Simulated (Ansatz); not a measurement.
Suppose BN takes space group P4_322 (No. 95), with B on 4b; N on 4a. Recipe of this trial structure of BN: 4-connected net, two elements alternating.

Level of theory: Ansatz, DFT PBE, scalar-relativistic, plane waves, PAW. Cutoff 420 eV, Γ-centred mesh, Gaussian smearing, no spin polarisation.

Formation energies are uncorrected and refer to the elements' standard structures at the same level (N₂ as a molecule).

Task: Predict the relaxed structure.

Result:

Space group P4_322 (No. 95). a = 3.012 Å, b = 3.012 Å, c = 5.731 Å, α = 90.00°, β = 90.00°, γ = 90.00°
| atom | site | symmetry | x | y | z |
| --- | --- | --- | --- | --- | --- |
| B | 4b | .2. | 0.1476 | 0.5000 | 0.2500 |
| N | 4a | .2. | 0.0000 | 0.5881 | 0.5000 |

Around B lie 2 N at 1.52 Å and 2 N at 1.70 Å; around N lie 2 B at 1.52 Å and 2 B at 1.70 Å. Another local minimum with the same sites may exist.

Task: And its energy and gap?

Result: The formation energy is −0.045 eV/atom and the gap on the 12×12×6 mesh of the 8-atom cell is 0.06 eV. Whether it is stable depends on the other phases of the system, which aren't compared here.

The last run used Gaussian smearing of 0.01 eV. Small gaps are read on the mesh alone, and bands can cross between its points. Symmetry constrained the relaxation, so the result can be a saddle point.
